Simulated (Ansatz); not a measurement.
Consider InN in the wurtzite structure (space group P6_3mc, No. 186; a = 3.547 Å, c = 5.723 Å). Axes: x lies along a and z along c of the hexagonal cell.

Calculations: r2SCAN (Ansatz, a first-principles code; PAW; 500 eV plane waves; scalar-relativistic without spin-orbit coupling).

Base values:

```
Item                             Value
-----------------------------  -------
Pressure                       0.0 GPa
Shortest interatomic distance  2.161 Å
```

Modification: the cell is stretched by 1.17 % along z with no lateral relaxation, atoms relaxed at fixed cell.

### Question
Estimate the effect on the pressure, energy relative to the base and shortest interatomic distance.

### Answer
The pressure (mean of the normal stresses, compression positive) goes from zero to -1.6 GPa; the energy goes up by 1.5 meV/atom; the shortest interatomic distance grows by 0.0072 Å (2.161 Å → 2.169 Å).

The cells carry an imposed strain or load. Whether these cells are dynamically stable was not tested. The final runs are not spin-polarised.
